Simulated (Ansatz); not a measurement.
An ordered 4-atom cell of ScAlN2 on the rocksalt lattice (R-3m), relaxed with r2SCAN: 4 runs in the PAW code Ansatz, each a calculation of independent-particle optics. The symmetry is R-3m (No. 166, trigonal); conventional cell a = 3.037 Å, c = 14.746 Å, 9.82 Å³ an atom. Sc has 6 N at 2.20 Å; Al has 6 N at 2.09 Å; N has 3 Al at 2.09 Å and 3 Sc at 2.20 Å. These are computed values for a spin-unpolarised cell that may be hypothetical; none is a measurement.

```
CELL_PARAMETERS angstrom
1.51847 0.87669 4.91539
-1.51847 0.87669 4.91539
0.00000 -1.75337 4.91539
ATOMIC_POSITIONS crystal
Sc 0.00000 0.00000 0.00000
Al 0.50000 0.50000 0.50000
N 0.24331 0.24331 0.24331
N 0.75669 0.75669 0.75669
```

On meshes this coarse, single peaks can be features of the mesh. No local fields, no excitons; the zone sum runs over the cells of the mesh, and ε∞ includes the bands left out of the spectrum. Up to four peaks are listed, those above 15 % of the tallest and inside the complete range; the four can differ from row to row. Rows marked drawn have settings drawn at random (some not listed).

```tsv
functional	k mesh	broadening (eV)	scissors (eV)	range (eV)	settings	direct gap on the mesh before scissors (eV)	ε∞ xx	ε∞ yy	ε∞ zz	complete up to (eV)	tallest peaks of mean ε₂ (eV)
PBE	8×8×8	0.1	0.00	0–12	chosen	2.59	8.20	8.20	8.34	12.0	3.40 3.70 6.85 7.30
r2SCAN	8×8×8	0.1	0.00	0–12	chosen	3.08	7.12	7.12	7.20	12.0	3.85 4.10 7.35 7.80
PBE	8×8×8	0.1	1.32 (to HSE06)	0–12	chosen	2.59	6.86	6.86	6.94	12.0	4.75 5.00 8.20 8.60
PBEsol	6×6×6	0.15	1.00	0–30	drawn	2.52	7.28	7.28	7.38	30.0	4.60 7.90 8.30 9.70
```

The fundamental gap is indirect (0.76 eV with PBE on 8×8×8); the table holds the direct one.
